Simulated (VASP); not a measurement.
# CsI (Pm-3m) in VASP: a series of runs

The runs below take CsI through single point, relaxation of cell and atoms, with PBE, RPBE+D4.

All numbers are computed with VASP 6.6.1; they aren't measurements. Logs are shortened: lines on timing, memory, paths and dates and some standing lists are left out, and cuts for length are marked.

**1. The crystal as given**

The structure is cubic, space group Pm-3m (No. 221). The conventional cell has a = 4.567 Å, b = 4.567 Å, c = 4.567 Å, α = 90.00°, β = 90.00°, γ = 90.00°. Around Cs (site symmetry m-3m) lie 8 I at 3.95 Å. I (site symmetry m-3m) has 8 Cs at 3.95 Å as nearest neighbours.

**2. Single point, PBE**

INCAR reads:

```
SYSTEM = CsI
ALGO     = Normal         ! electronic algorithm
EDIFF    = 1E-6           ! SCF threshold, eV
ENCUT    = 520            ! plane-wave cutoff, eV
GGA      = PE             ! functional
ISIF     = 2              ! what is computed and relaxed
ISMEAR   = -1             ! smearing method
LASPH    = .True.         ! aspherical terms in the spheres
LCHARG   = .False.        ! write CHGCAR
LREAL    = .False.        ! projectors in reciprocal space
LWAVE    = .False.        ! write WAVECAR
NBANDS   = 15             ! bands
NELM     = 100            ! most SCF steps
PREC     = Accurate       ! precision mode
SIGMA    = 0.03           ! smearing width, eV
```

KPOINTS reads:

```
k-points
0
Gamma
  2 2 2
  0 0 0
```

POSCAR reads:

```
CsI
1.0
    4.5667000000      0.0000000000      0.0000000000
    0.0000000000      4.5667000000      0.0000000000
    0.0000000000      0.0000000000      4.5667000000
Cs I
1 1
Direct
    0.0000000000      0.0000000000      0.0000000000
    0.5000000000      0.5000000000      0.5000000000
```

Potentials or basis: VASP PAW PBE potentials, release 64 (Cs_sv, I).

Run with:

```bash
$ cat potpaw_PBE.64/Cs_sv/POTCAR potpaw_PBE.64/I/POTCAR > POTCAR
$ mpirun -np 1 vasp_std > vasp.out
```

OUTCAR:

```text
SYSTEM = CsI
   EDIFF = 1E-6
   ENCUT = 520
   GGA = PE
   ISIF = 2
   ISMEAR = -1
   LASPH = .True.
   LREAL = .False.
   NELM = 100
   PREC = Accurate

 ion  position               nearest neighbor table
   1  0.000  0.000  0.000-
   2  0.500  0.500  0.500-

  LATTYP: Found a simple cubic cell.
 ALAT       =     4.5667000000

  Lattice vectors:

 A1 = (   4.5667000000,   0.0000000000,   0.0000000000)
 A2 = (   0.0000000000,   4.5667000000,   0.0000000000)
 A3 = (   0.0000000000,   0.0000000000,   4.5667000000)

Analysis of symmetry for initial positions (statically):
=====================================================================
 Subroutine PRICEL returns:
 Original cell was already a primitive cell.

 Routine SETGRP: Setting up the symmetry group for a
 simple cubic supercell.

 Subroutine GETGRP returns: Found 48 space group operations
 (whereof 48 operations were pure point group operations)
 out of a pool of 48 trial point group operations.

The static configuration has the point symmetry O_h .

Analysis of symmetry for dynamics (positions and initial velocities):
=====================================================================
 Subroutine PRICEL returns:
 Original cell was already a primitive cell.

 Routine SETGRP: Setting up the symmetry group for a
 simple cubic supercell.

 Subroutine GETGRP returns: Found 48 space group operations
 (whereof 48 operations were pure point group operations)
 out of a pool of 48 trial point group operations.

The dynamic configuration has the point symmetry O_h .

 Subroutine INISYM returns: Found 48 space group operations
 (whereof 48 operations are pure point group operations),
 and found     1 'primitive' translations

----------------------------------------------------------------------------------------

                                     Primitive cell

  volume of cell :      95.2374

  direct lattice vectors                    reciprocal lattice vectors
     4.566700000  0.000000000  0.000000000     0.218976504  0.000000000  0.000000000
     0.000000000  4.566700000  0.000000000     0.000000000  0.218976504  0.000000000
     0.000000000  0.000000000  4.566700000     0.000000000  0.000000000  0.218976504

  length of vectors
     4.566700000  4.566700000  4.566700000     0.218976504  0.218976504  0.218976504

  position of ions in fractional coordinates (direct lattice)
     0.000000000  0.000000000  0.000000000
     0.500000000  0.500000000  0.500000000

  ion indices of the primitive-cell ions
   primitive index   ion index
                 1           1
                 2           2

----------------------------------------------------------------------------------------

 KPOINTS: k-points

Automatic generation of k-mesh.
 Grid dimensions read from file:
 generate k-points for:    2    2    2

 Generating k-lattice:

  Cartesian coordinates                     Fractional coordinates (reciprocal lattice)
     0.109488252  0.000000000  0.000000000     0.500000000  0.000000000  0.000000000
     0.000000000  0.109488252  0.000000000     0.000000000  0.500000000  0.000000000
     0.000000000  0.000000000  0.109488252     0.000000000  0.000000000  0.500000000

  Length of vectors
     0.109488252  0.109488252  0.109488252

  Shift w.r.t. Gamma in fractional coordinates (k-lattice)
     0.000000000  0.000000000  0.000000000

 Subroutine IBZKPT returns following result:
 ===========================================

 Found      4 irreducible k-points:

 Following reciprocal coordinates:
            Coordinates               Weight
  0.000000  0.000000  0.000000      1.000000
  0.500000  0.000000  0.000000      3.000000
  0.500000  0.500000  0.000000      3.000000
  0.500000  0.500000  0.500000      1.000000
   k-points           NKPTS =      4   k-points in BZ     NKDIM =      4   number of bands    NBANDS=     15
   number of dos      NEDOS =    301   number of ions     NIONS =      2
   total plane-waves  NPLWV =  46656
   dimension x,y,z NGX =    36 NGY =   36 NGZ =   36
   dimension x,y,z NGXF=    72 NGYF=   72 NGZF=   72
   ions per type =               1   1
   NGX,Y,Z   is equivalent  to a cutoff of  13.11, 13.11, 13.11 a.u.
   NGXF,Y,Z  is equivalent  to a cutoff of  26.21, 26.21, 26.21 a.u.
 SYSTEM =  CsI
   PREC   = accura    normal or accurate (medium, high low for compatibility)
   ISTART =      0    job   : 0-new  1-cont  2-samecut
   ICHARG =      2    charge: 1-file 2-atom 10-const
   ISPIN  =      1    spin polarized calculation?
   LNONCOLLINEAR =      F non collinear calculations
   LSORBIT =      F    spin-orbit coupling
   LASPH  =      T    aspherical Exc in radial PAW
   ENCUT  =  520.0 eV  38.22 Ry    6.18 a.u.   8.49  8.49  8.49*2*pi/ulx,y,z
   NELM   =    100;   NELMIN=  2; NELMDL= -5     # of ELM steps
   EDIFF  = 0.1E-05   stopping-criterion for ELM
   LREAL  =      F    real-space projection
   EDIFFG = 0.1E-04   stopping-criterion for IOM
   NSW    =      0    number of steps for IOM
   IBRION =     -1    ionic relax: 0-MD 1-quasi-New 2-CG
   NFREE  =      0    steps in history (QN), initial steepest desc. (CG)
   ISIF   =      2    stress and relaxation
   ISYM   =      2    0-nonsym 1-usesym 2-fastsym
   POTIM  = 0.5000    time-step for ionic-motion
   TEBEG  =    0.0;   TEEND  =   0.0 temperature during run
   PSTRESS=    0.0 pullay stress
   NELECT =      16.0000    total number of electrons
   NUPDOWN=      -1.0000    fix difference up-down
   EMIN   =  10.00;   EMAX   =-10.00  energy-range for DOS
   EFERMI =   0.00;   METHOD = LEGACY
   ISMEAR =    -1;   SIGMA  =   0.03  broadening in eV -4-tet -1-fermi 0-gaus
   EFERMI_NEDOS =   21; number of points for ismear=-14 and -15
   IALGO  =     38    algorithm
   IMIX   =      4    mixing-type and parameters
     AMIX     =   0.40;   BMIX     =  1.00
     AMIX_MAG =   1.60;   BMIX_MAG =  1.00
  volume/ion in A,a.u.               =      47.62       321.35
  Fermi-wavevector in a.u.,A,eV,Ry     =   0.903328  1.707043 11.102385  0.816002
  Thomas-Fermi vector in A             =   2.026641
   LORBIT       =      0    0 simple, 1 ext, 2 COOP (PROOUT), +10 PAW based schemes
   GGA     = PE    functional components
   LHFCALC =     F    Hartree Fock is set to
   AEXX    =    0.0000 exact exchange contribution
   IVDW    =     0    specifies the selected vdW correction
   LEPSILON=     F    determine dielectric tensor
   LRPA    =     F    only Hartree local field effects (RPA)
 non-spin polarized calculation
  energy-cutoff  :      520.00
  volume of cell :       95.24
 maximum number of plane-waves:      2560
 NGX is ok and might be reduce to    36
   NGX = 17   NGY = 17   NGZ = 17

 number of electron      16.0000003 magnetization

 Free energy of the ion-electron system (eV)
  ---------------------------------------------------
  ext. energy  EPLUGINS =         0.00000000
  ---------------------------------------------------
  free energy    TOTEN  =        -5.20997553 eV

  energy without entropy =       -5.20997553  energy(sigma->0) =       -5.20997553

 E-fermi :   1.6786     XC(G=0):  -7.7332

 val. band max:        0.9232597641   @ k =   0.5000   0.5000   0.0000
 cond. band min:       4.7347672007   @ k =   0.0000   0.0000   0.0000
 fundamental gap:      3.8115074366
 Fermi energy:         1.6786086585

 k-point     1 :       0.0000    0.0000    0.0000
  band No.  band energies     occupation
      1     -19.6168      2.00000
      2      -9.7049      2.00000
      3      -6.3142      2.00000
      4      -6.3142      2.00000
      5      -6.3142      2.00000
      6       0.8303      2.00000
      7       0.8303      2.00000
      8       0.8303      2.00000
      9       4.7348      0.00000
     10       5.0163      0.00000
     11       5.0163      0.00000
     12       8.5661      0.00000
     13       8.5661      0.00000
     14       8.5661      0.00000
     15      11.0522      0.00000

 k-point     2 :       0.5000    0.0000    0.0000
  band No.  band energies     occupation
      1     -19.5923      2.00000
      2      -9.7251      2.00000
      3      -6.4385      2.00000
      4      -6.2520      2.00000
      5      -6.2520      2.00000
      6      -0.6585      2.00000
      7       0.6728      2.00000
      8       0.6728      2.00000
      9       6.0093      0.00000
     10       7.3592      0.00000
     11       7.5796      0.00000
     12       7.7030      0.00000
     13       8.7204      0.00000
     14       8.7204      0.00000
     15       9.1970      0.00000

 k-point     3 :       0.5000    0.5000    0.0000
  band No.  band energies     occupation
      1     -19.5702      2.00000
      2      -9.5327      2.00000
      3      -6.6738      2.00000
      4      -6.6738      2.00000
      5      -6.2131      2.00000
      6       0.0493      2.00000
      7       0.0493      2.00000
      8       0.9233      2.00000
      9       5.0726      0.00000
     10       5.7730      0.00000
     11       6.9202      0.00000
     12       6.9202      0.00000
     13      10.3411      0.00000
     14      10.4048      0.00000
     15      10.5947      0.00000

 k-point     4 :       0.5000    0.5000    0.5000
  band No.  band energies     occupation
      1     -19.5494      2.00000
      2      -9.4257      2.00000
      3      -6.5646      2.00000
      4      -6.5646      2.00000
      5      -6.5646      2.00000
      6      -0.4019      2.00000
      7      -0.4019      2.00000
      8      -0.4019      2.00000
      9       8.0229      0.00000
     10       8.0229      0.00000
     11       8.0229      0.00000
     12       8.7020      0.00000
     13       8.7020      0.00000
     14       8.7020      0.00000
     15      10.5711      0.00000

------------------------ aborting loop because EDIFF is reached ----------------------------------------

  FORCE on cell =-STRESS in cart. coord.  units (eV):
  Direction    XX          YY          ZZ          XY          YZ          ZX
  --------------------------------------------------------------------------------------
  -------------------------------------------------------------------------------------
  Total        1.0074807      1.0074807      1.0074807      0.0000000      0.0000000      0.0000000
  in kB       16.9488355     16.9488355     16.9488355      0.0000000      0.0000000      0.0000000
  external PRESSURE =      16.9488355 kB  Pullay stress =       0.0000000 kB

 VOLUME and BASIS-vectors are now :
 -----------------------------------------------------------------------------
  energy-cutoff  :      520.00
  volume of cell :       95.24
      direct lattice vectors                 reciprocal lattice vectors
     4.566700000  0.000000000  0.000000000     0.218976504  0.000000000  0.000000000
     0.000000000  4.566700000  0.000000000     0.000000000  0.218976504  0.000000000
     0.000000000  0.000000000  4.566700000     0.000000000  0.000000000  0.218976504

 POSITION                                       TOTAL-FORCE (eV/Angst)
 -----------------------------------------------------------------------------------
      0.00000      0.00000      0.00000         0.000000      0.000000      0.000000
      2.28335      2.28335      2.28335         0.000000      0.000000      0.000000
 -----------------------------------------------------------------------------------
    total drift:                               -0.000000      0.000000      0.000000

  FREE ENERGIE OF THE ION-ELECTRON SYSTEM (eV)
  ---------------------------------------------------
  free  energy   TOTEN  =        -5.2099755321 eV

  energy  without entropy=       -5.2099755321  energy(sigma->0) =       -5.20997553
```

It took 7.4 s on 1 thread of Intel Xeon Platinum 8488C (Sapphire Rapids), shared host; peak memory 0.19 GiB.

What came out:

```yaml
Free_energy: -5.2100 eV
Pressure: 1.7 GPa
Band_gap_on_the_k_mesh: 3.81 eV, indirect (least direct gap 3.90 eV)
```

Caveat: the k mesh is coarse (spacing up to 0.69 Å⁻¹), so the values aren't converged; spin-orbit coupling is left out, which moves the levels of the heavy elements.

(Continued in part 2 of 2.)
